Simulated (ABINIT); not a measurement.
# MgB2 (P6/mmm) in ABINIT: optical spectrum with LDA

Aim: the optical spectrum of MgB2 with LDA.

All numbers are computed with ABINIT 10.8.3 (patched build); they aren't measurements. Logs are shortened: lines on timing, memory, paths and dates and some standing lists are left out, and cuts for length are marked. The log counts tension as positive stress, the text compression.

## 1. Starting point

Symmetry: P6/mmm, No. 191, hexagonal system. Conventional cell: a = 3.085 Å, b = 3.085 Å, c = 3.523 Å, α = 90.00°, β = 90.00°, γ = 120.00°. Mg (site symmetry 6/mmm) has 12 B at 2.51 Å as nearest neighbours. B (site symmetry -6m2) has 3 B at 1.78 Å as nearest neighbours.

## 2. Optical spectrum, LDA

Input file run.abi:

```
# Datasets
ndtset 3

# Pseudopotentials
pp_dirpath "./"
pseudos "Mg.upf, B.upf"

# Structure
acell 3.085 3.085 3.523 Angstrom
rprim
     1.0000000000     0.0000000000     0.0000000000
    -0.5000000000     0.8660254038     0.0000000000
     0.0000000000     0.0000000000     1.0000000000
ntypat 2
znucl 12 5
natom 3
typat 1 2 2
xred
            0.0            0.0            0.0
            2/3            1/3            1/2
            1/3            2/3            1/2

# Plane-wave basis
ecut 40.0

# k points
ngkpt 12 12 8
nshiftk 1
shiftk 0.0 0.0 0.5
istwfk *1

# Exchange and correlation
ixc 7

# Bands and occupations
occopt 3
tsmear 0.00183747

# SCF cycle
nstep 80

# Output
iomode 3
prteig 0
prtebands 0

# Dataset 1: ground state
nband1 12
tolvrs1 1.0e-12
prtden1 1
prtwf1 0
kptopt1 1

# Dataset 2: empty bands at fixed density
iscf2 -3
getden2 1
nband2 18
nbdbuf2 4
tolwfr2 1.0e-12
nstep2 120
prtden2 0
kptopt2 1

# Dataset 3: wave functions and velocity matrix elements in the full zone
optdriver3 8
wfk_task3 "wfk_optics_fullbz"
getwfk3 2
nband3 14
kptopt3 1
prtevk3 1
inclvkb3 2
```

Input file optic.abi:

```
&FILES
 ddkfile_1 = 'runo_DS3_1_EVK.nc',
 ddkfile_2 = 'runo_DS3_2_EVK.nc',
 ddkfile_3 = 'runo_DS3_3_EVK.nc',
 wfkfile = 'runo_DS3_WFK.nc'
/
&PARAMETERS
 broadening = 0.003675,
 domega = 0.002,
 maxomega = 0.8,
 scissor = 0.000000,
 tolerance = 0.002
/
&COMPUTATIONS
 num_lin_comp = 2,
 lin_comp = 11,33,
 num_nonlin_comp = 0
/
```

Potentials or basis: PseudoDojo NC SR LDA v0.4.1 standard.

Run with:

```
abinit run.abi > log 2>&1
optic optic.abi > optic.log 2>&1
```

run.abo:

```text
.Version 10.8.3 of ABINIT
 DATASET    1 : space group P6/m m m (#191); Bravais hP (primitive hexag.)
================================================================================
 Values of the parameters that define the memory need for DATASET  1.
     intxc =       0    ionmov =       0      iscf =       7    lmnmax =       4
     lnmax =       4     mgfft =      40  mpssoang =       2    mqgrid =    3001
     natom =       3  nloc_mem =       1    nspden =       1   nspinor =       1
    nsppol =       1      nsym =      24    n1xccc =    2501    ntypat =       2
    occopt =       3   xclevel =       1
       mpw =        2384          nfft =       51840          nkpt =          76
================================================================================
================================================================================
[... 13 lines left out ...]
 DATASET    3 : space group P6/m m m (#191); Bravais hP (primitive hexag.)
================================================================================
 Values of the parameters that define the memory need for DATASET  3.
     intxc =       0    ionmov =       0      iscf =       7    lmnmax =       4
     lnmax =       4     mgfft =      40  mpssoang =       2    mqgrid =    3001
     natom =       3  nloc_mem =       1    nspden =       1   nspinor =       1
    nsppol =       1      nsym =      24    n1xccc =    2501    ntypat =       2
    occopt =       3   xclevel =       1
       mpw =        2384          nfft =       51840          nkpt =          76
================================================================================
================================================================================

--------------------------------------------------------------------------------
------------- Echo of variables that govern the present computation ------------
--------------------------------------------------------------------------------
 -outvars: echo values of preprocessed input variables --------
            acell      5.8298050984E+00  5.8298050984E+00  6.6575051416E+00 Bohr
              amu      2.43050000E+01  1.08110000E+01
             ecut      4.00000000E+01 Hartree
           getden1          0
           getden2          1
           getden3          0
           getwfk1          0
           getwfk2          0
           getwfk3          2
             iscf1          7
             iscf2         -3
             iscf3          7
              ixc           7
           jdtset        1    2    3
                       outvar_i_n : Printing only first  50 k-points.
         kptrlatt       12    0    0      0   12    0      0    0    8
          kptrlen      5.32600411E+01
            natom           3
            nband1         12
            nband2         18
            nband3         14
           nbdbuf1          0
           nbdbuf2          4
           nbdbuf3          0
           ndtset           3
            ngfft          36      36      40
             nkpt          76
            nstep1         80
            nstep2        120
            nstep3         80
             nsym          24
           ntypat           2
                       prtocc : prtvol=0, do not print more k-points.
                       prtocc : prtvol=0, do not print more k-points.
                       prtocc : prtvol=0, do not print more k-points.
           occopt           3
        optdriver1          0
        optdriver2          0
        optdriver3          8
           prtden1          1
           prtden2          0
           prtden3          1
        prtebands           0
           prteig           0
           prtevk1          0
           prtevk2          0
           prtevk3          1
            prtwf1          0
            prtwf2          1
            prtwf3          1
            rprim      1.0000000000E+00  0.0000000000E+00  0.0000000000E+00
                      -5.0000000000E-01  8.6602540380E-01  0.0000000000E+00
                       0.0000000000E+00  0.0000000000E+00  1.0000000000E+00
           shiftk      0.00000000E+00  0.00000000E+00  5.00000000E-01
          spgroup         191
           tolvrs1     1.00000000E-12
           tolvrs2     0.00000000E+00
           tolvrs3     0.00000000E+00
           tolwfr1     0.00000000E+00
           tolwfr2     1.00000000E-12
           tolwfr3     0.00000000E+00
           tsmear      1.83747000E-03 Hartree
            typat      1  2  2
         wfk_task1          0
         wfk_task2          0
         wfk_task3          7
                       outvars : Printing only first  50 k-points.
           xangst      0.0000000000E+00  0.0000000000E+00  0.0000000000E+00
[... 227 lines left out ...]
  2.75E-13  3.12E-13  9.49E-13  8.86E-13  8.94E-13  2.71E-13  3.79E-10  8.18E-09
  6.78E-07  4.26E-04
 -2.4898E+00 -1.2931E+00 -1.2931E+00 -1.2925E+00 -2.0148E-01  1.3129E-01
  2.6243E-01  2.6243E-01  3.2407E-01  4.8023E-01  4.8023E-01  5.5025E-01
  6.0980E-01  7.1184E-01  8.3010E-01  8.3010E-01  9.1557E-01  9.1664E-01
 prteigrs : prtvol=0 or 1, do not print more k-points.

--- !ResultsGS
iteration_state: {dtset: 2, }
comment   : Summary of ground state results
lattice_vectors:
- [  5.8298051,   0.0000000,   0.0000000, ]
- [ -2.9149025,   5.0487593,   0.0000000, ]
- [  0.0000000,   0.0000000,   6.6575051, ]
lattice_lengths: [   5.82981,    5.82981,    6.65751, ]
lattice_angles: [ 90.000,  90.000, 120.000, ] # degrees, (23, 13, 12)
lattice_volume:   1.9595223E+02
convergence: {deltae:  0.000E+00, res2:  0.000E+00, residm:  9.994E-13, diffor:  0.000E+00, }
etotal    :  -6.52104003E+01
entropy   :   0.00000000E+00
fermie    :   2.46436966E-01
cartesian_stress_tensor: null
pressure_GPa: null
xred      :
- [  0.0000E+00,   0.0000E+00,   0.0000E+00, Mg]
- [  6.6667E-01,   3.3333E-01,   5.0000E-01,  B]
- [  3.3333E-01,   6.6667E-01,   5.0000E-01,  B]
cartesian_forces: null
force_length_stats: {min: null, max: null, mean: null, }
...

 Integrated electronic density in atomic spheres:
 ------------------------------------------------
 Atom  Sphere_radius  Integrated_density
    1        2.00000          8.36872560
    2        2.00000          2.63768299
    3        2.00000          2.63768299
================================================================================

 ----iterations are completed or convergence reached----

 Mean square residual over all n,k,spin=   40.537E-14; max=  99.938E-14
 reduced coordinates (array xred) for    3 atoms
       0.000000000000      0.000000000000      0.000000000000
       0.666666666667      0.333333333333      0.500000000000
       0.333333333333      0.666666666667      0.500000000000

 cartesian coordinates (angstrom) at end:
    1      0.00000000000000     0.00000000000000     0.00000000000000
    2      1.54250000000000     0.89056279024100     1.76150000000000
    3      0.00000000000000     1.78112558048200     1.76150000000000
 length scales=  5.829805098426  5.829805098426  6.657505141573 bohr
              =  3.085000000000  3.085000000000  3.523000000000 angstroms
 Eigenvalues (hartree) for nkpt=  76  k points:
 kpt#   1, nband= 18, wtk=  0.00174, kpt=  0.0000  0.0000  0.0625 (reduced coord)
  -2.48983   -1.29308   -1.29308   -1.29254   -0.20148    0.13129    0.26243    0.26243
   0.32407    0.48023    0.48023    0.55025    0.60980    0.71184    0.83010    0.83010
   0.91557    0.91664
      occupation numbers for kpt#   1
   2.00000    2.00000    2.00000    2.00000    2.00000    2.00000    0.00033    0.00033
   0.00000    0.00000    0.00000    0.00000    0.00000    0.00000    0.00000    0.00000
   0.00000    0.00000
 prteigrs : prtvol=0 or 1, do not print more k-points.

--- !EnergyTerms
iteration_state     : {dtset: 2, }
comment             : Components of total free energy in Hartree
kinetic             :  3.79513812762946E+01
hartree             :  2.02629985253671E+01
xc                  : -1.01791966691547E+01
Ewald energy        : -3.69279619835024E+01
psp_core            :  1.27564218417424E+00
local_psp           : -5.94611060721705E+01
non_local_psp       : -1.81318886906946E+01
internal            : -6.52101314296863E+01
'-kT*entropy'       : -2.68855360728047E-04
total_energy        : -6.52104002850470E+01
...

--- !EnergyTermsDC
iteration_state     : {dtset: 2, }
comment             : '"Double-counting" decomposition of free energy'
band_energy         : -1.21757661554835E+01
Ewald energy        : -3.69279619835024E+01
psp_core            :  1.27564218417424E+00
xc_dc               : -1.73820455045505E+01
internal            : -6.52101314593621E+01
'-kT*entropy'       : -2.68855360728047E-04
total_energy_dc     : -6.52104003147229E+01
...

================================================================================
== DATASET  3 ==================================================================

--- !DatasetInfo
iteration_state: {dtset: 3, }
dimensions: {natom: 3, nkpt: 76, mband: 14, nsppol: 1, nspinor: 1, nspden: 1, mpw: 2384, }
cutoff_energies: {ecut:  40.0, pawecutdg:  -1.0, }
electrons: {nelect:   1.60000000E+01, charge:   0.00000000E+00, occopt:   3.00000000E+00, tsmear:   1.83747000E-03, }
meta: {optdriver: 8, wfk_task: 7, }
...

 mkfilename : getwfk/=0, take file _WFK from output of DATASET   2.

 Exchange-correlation functional for the present dataset will be:
  LDA: Perdew-Wang 92 LSD fit to Ceperley-Alder data - ixc=7
  J.P.Perdew and Y.Wang, PRB 45, 13244 (1992)

--------------------------------------------------------------------------------

 Computation of velocity matrix elements (DDK)

 Parameters extracted from the Abinit header:
    ecut:     40.0
    nkpt:    1152
    mband:   18
    nsppol:  1
    nspinor: 1
    useylm:  0
    inclvkb: 2
    bmin: 1, bmax: 18
    Computing diagonal and off-diagonal matrix elements
    Between band index bmin: 1, bmax: 18

== END DATASET(S) ==============================================================
================================================================================

 -outvars: echo values of variables after computation  --------
            acell      5.8298050984E+00  5.8298050984E+00  6.6575051416E+00 Bohr
           etotal1    -6.5210400315E+01
           etotal2    -6.5210400315E+01
           etotal3     0.0000000000E+00
            fcart1     3.0791712332E-29  8.8888017017E-29 -0.0000000000E+00
                      -6.1583424664E-29 -1.2444322382E-28 -0.0000000000E+00
                       3.0791712332E-29  3.5555206807E-29 -0.0000000000E+00
            fcart3     0.0000000000E+00  0.0000000000E+00  0.0000000000E+00
                       0.0000000000E+00  0.0000000000E+00  0.0000000000E+00
                       0.0000000000E+00  0.0000000000E+00  0.0000000000E+00
            rprim      1.0000000000E+00  0.0000000000E+00  0.0000000000E+00
                      -5.0000000000E-01  8.6602540380E-01  0.0000000000E+00
                       0.0000000000E+00  0.0000000000E+00  1.0000000000E+00
           strten1     2.8480778247E-04  2.8480778223E-04  2.0134458320E-04
                       0.0000000000E+00  0.0000000000E+00  0.0000000000E+00
           strten3     0.0000000000E+00  0.0000000000E+00  0.0000000000E+00
                       0.0000000000E+00  0.0000000000E+00  0.0000000000E+00
           xangst      0.0000000000E+00  0.0000000000E+00  0.0000000000E+00
                       1.5425000000E+00  8.9056279024E-01  1.7615000000E+00
                       3.5833971265E-17  1.7811255805E+00  1.7615000000E+00
             xred      0.0000000000E+00  0.0000000000E+00  0.0000000000E+00
                       6.6666666667E-01  3.3333333333E-01  5.0000000000E-01
                       3.3333333333E-01  6.6666666667E-01  5.0000000000E-01
 Calculation completed.
```

It took 2.2 min on 1 thread of Arm Neoverse V1, shared host; peak memory 0.87 GiB.

Results:

* Free energy: -1774.4654 eV
* Pressure: -7.6 GPa

Dielectric function (mean over the directions given):
| energy (eV) | real part | imaginary part |
| --- | --- | --- |
| 0.33 | 7.72 | 13.13 |
| 0.76 | 5.68 | 1.20 |
| 1.31 | 8.97 | 0.75 |
| 1.74 | 8.14 | 6.91 |
| 2.29 | 7.17 | 3.51 |
| 2.83 | 4.12 | 3.56 |
| 3.27 | 6.59 | 2.69 |
| 3.81 | 5.59 | 2.45 |
| 4.25 | 7.82 | 1.21 |
| 4.79 | 12.56 | 4.89 |
| 5.33 | -3.66 | 11.83 |
| 5.77 | 0.65 | 5.46 |
| 6.31 | 5.71 | 6.68 |
| 6.75 | 3.28 | 9.58 |
| 7.29 | 1.79 | 7.56 |
| 7.84 | -0.02 | 9.40 |
| 8.27 | -3.39 | 7.01 |
| 8.82 | -5.01 | 4.55 |
| 9.36 | -1.66 | 2.99 |
| 9.80 | -1.78 | 3.23 |
| 10.34 | -1.95 | 2.04 |
| 10.78 | -0.72 | 2.89 |
| 11.32 | -2.16 | 1.92 |
| 11.86 | -1.71 | 1.17 |
| 12.30 | -1.12 | 1.00 |
| 12.84 | -0.55 | 1.15 |
| 13.28 | -1.15 | 1.32 |
| 13.82 | -0.68 | 1.13 |
| 14.37 | -0.93 | 0.89 |
| 14.80 | -0.73 | 0.66 |
| 15.35 | -0.52 | 0.39 |
| 15.89 | -0.32 | 0.47 |
| 16.33 | -0.33 | 0.32 |
| 16.87 | -0.07 | 0.55 |
| 17.31 | -0.10 | 0.44 |
| 17.85 | -0.16 | 0.33 |
| 18.39 | 0.03 | 0.32 |
| 18.83 | -0.04 | 0.25 |
| 19.38 | 0.12 | 0.26 |
| 19.92 | 0.13 | 0.23 |

Caveat: the intraband (Drude) term is left out; spectra need much finer meshes, so this one isn't converged; independent-particle spectra lack excitons.
